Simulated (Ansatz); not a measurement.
**Equation of state of TaC from a dense series**

```xyz
2
Lattice="0.0000 2.2270 2.2270 2.2270 0.0000 2.2270 2.2270 2.2270 0.0000" Properties=species:S:1:pos:R:3 pbc="T T T"
Ta    0.0000    0.0000    0.0000
C     2.2270    2.2270    2.2270
```

Atoms are numbered in the order listed.

The cell is COD entry 9008731, as deposited and not checked against the literature; nothing was relaxed.

Spin polarisation is left out, and whether a magnetic state lies lower isn't shown here.

Spin–orbit coupling is left out, though it moves levels of the heavy atoms by tenths of an eV or more.

Theory: Ansatz 0.2.0, DFT, PBE, all-electron LAPW, scalar-relativistic.

Settings: a Γ-centred 13×13×13 k mesh, Fermi–Dirac smearing of 0.08 eV, basis error target 0.25 meV/atom, no spin polarisation.

The cell is scaled evenly. Fractional coordinates are held (clamped ions).

```tsv
V (Å³/atom)	P (GPa)
10.382	28.73
10.603	19.92
10.714	15.84
10.824	11.96
10.934	8.28
11.045	4.78
11.155	1.45
11.266	-1.71
11.376	-4.71
11.487	-7.56
11.708	-12.85
```

Question: Fit a third-order Birch–Murnaghan curve to the pressures.

Answer: P = (3B0/2)(y^(7/2) − y^(5/2))[1 + (3/4)(B0′ − 4)(y − 1)] with y = (V0/V)^(2/3) fits within 0.01 GPa for V0 = 11.205 Å³/atom, B0 = 321.2 GPa and B0′ = 4.16.

Question: Predict the pressure at the withheld volume, 10.388 Å³/atom.

Answer: There y = 1.0518, so the fit gives 28.50 GPa; the run gave 28.50 GPa.
